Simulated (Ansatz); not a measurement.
A crystal relaxed with r2SCAN in the plane-wave code Ansatz has space group R3m:H (No. 160) and a = 4.015 Å, c = 39.295 Å.

| atom | site | x | y | z |
| --- | --- | --- | --- | --- |
| Xx | 3a | 0.0000 | 0.0000 | 0.0000 |
| Xx | 3a | 0.6667 | 0.3333 | 0.0834 |
| Xx | 3a | 0.3333 | 0.6667 | 0.1668 |
| Ga | 3a | 0.0000 | 0.0000 | 0.2499 |
| As | 3a | 0.6667 | 0.3333 | 0.0208 |
| As | 3a | 0.3333 | 0.6667 | 0.1042 |
| As | 3a | 0.0000 | 0.0000 | 0.1874 |
| As | 3a | 0.6667 | 0.3333 | 0.2708 |

With r2SCAN the gap is 1.70 eV and direct, at Γ. HSE06 gives an indirect gap of 2.04 eV, from Γ to F; the least direct gap is 2.11 eV at Γ. With PBE the gap is 1.23 eV and direct, at Γ. Meshes: r2SCAN 8×8×8, HSE06 4×4×4, PBE 8×8×8.

Question: Which element is Xx?
A. B
B. Tl
C. Al
D. In

Answer: C. Xx is Al: Al3GaAs4 as one 8-atom ordering (R3m) on the zincblende lattice. Al has 4 As at 2.46 Å; Ga has 4 As at 2.46 Å; As has 4 Al at 2.46 Å; As has 3 Al at 2.46 Å and 1 Ga at 2.46 Å; As has 1 Al at 2.46 Å and 3 Ga at 2.46 Å.

All values are calculated for a non-magnetic cell, which may be hypothetical.

Spin-orbit coupling is left out.
